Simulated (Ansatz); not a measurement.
# Calcium, simple cubic under revPBE: from relaxation to bulk modulus

Aim: take calcium in the simple cubic structure, relax it, solve it on a dense k-mesh, then scale the cell to 7 volumes from 88 to 112 % of the relaxed one and try a fit of the equation of state. Spin polarisation is left out. The k-meshes are 9×9×9 for the relaxation; 14×14×14 for the dense run; 10×10×10 for the volumes.

This is Ca in the simple cubic structure; at room conditions it is fcc.

Computed with Ansatz 0.2.0 (DFT revPBE, plane waves (420 eV) with PAW, scalar-relativistic; PAW files made under PBE, frozen cores solved again for the functional, unless a step says otherwise).

## Step 1: Starting point

It takes space group Pm-3m (No. 221, cubic). The conventional cell has a = 3.612 Å, b = 3.612 Å, c = 3.612 Å, α = 90.00°, β = 90.00°, γ = 90.00°. Around Ca (site symmetry m-3m) lie 6 Ca at 3.61 Å.

Coordinates:

```
CELL_PARAMETERS angstrom
3.61195 0.00000 0.00000
0.00000 3.61195 0.00000
0.00000 0.00000 3.61195
ATOMIC_POSITIONS crystal
Ca 0.00000 0.00000 0.00000
```

## Step 2: Relaxing cell and atoms

Input file input.yaml:

```yaml
crystal:
  lattice:
    - [3.6119528465, 0.0, 0.0]
    - [0.0, 3.6119528465, 0.0]
    - [0.0, 0.0, 3.6119528465]
  atoms:
    - { symbol: Ca, position: [0.0, 0.0, 0.0] }
hamiltonian:
  xc: revpbe
  pseudopotentials:
    kind: paw
    azcp:
      Ca: "pseudopotentials/Ca.paw.azcp"
basis:
  ecutwfc: 420
  fft_grid_basis: typed
kpoints:
  mp_grid: { grid: [9, 9, 9], shift: [0, 0, 0] }
magnetization:
  spin_polarized: false
scf:
  occupations: { method: fermi_dirac, width: 0.1 }
relax:
  max_steps: 60
  f_tol: 0.01
  cell: {}
```

Command:

```bash
$ ansatz run input.yaml --threads 2 --pin off --max-ram 5120MiB --backend cpu --events-out ev --progress --plain --runs-dir out
```

After this run come: Dense single point; Volume × 0.88; Volume × 0.92; Volume × 0.96; Volume × 1.0; Volume × 1.04; Volume × 1.08; Volume × 1.12.

Before running it: what results should come out? Wanted: space group; conventional cell; volume; shortest distance; gap on the mesh; relative to fcc; V₀, B₀, B₀′.

**Answer**, as computed:

| quantity | value |
| --- | --- |
| space group (spins left aside) | Pm-3m (No. 221) |
| conventional cell | a = 3.591 Å |
| volume | 46.305 Å³/atom |
| shortest distance | 3.591 Å |
| gap on the mesh | none (levels filled in part) |
| relative to fcc | +399 meV/atom |
| V₀, B₀, B₀′ | 45.425 Å³/atom, 9.7 GPa, 3.5 |

In words: The relaxation shrank the cell by 1.7 % in volume. It lies 399 meV/atom above the element's reference form at the same level (fcc, from a run of its own). Levels at the Fermi energy are filled in part, as in a metal. B₀ comes out at 9.7 GPa, a soft solid. The symmetry was held, so the structure may be unstable against distortions that break it.
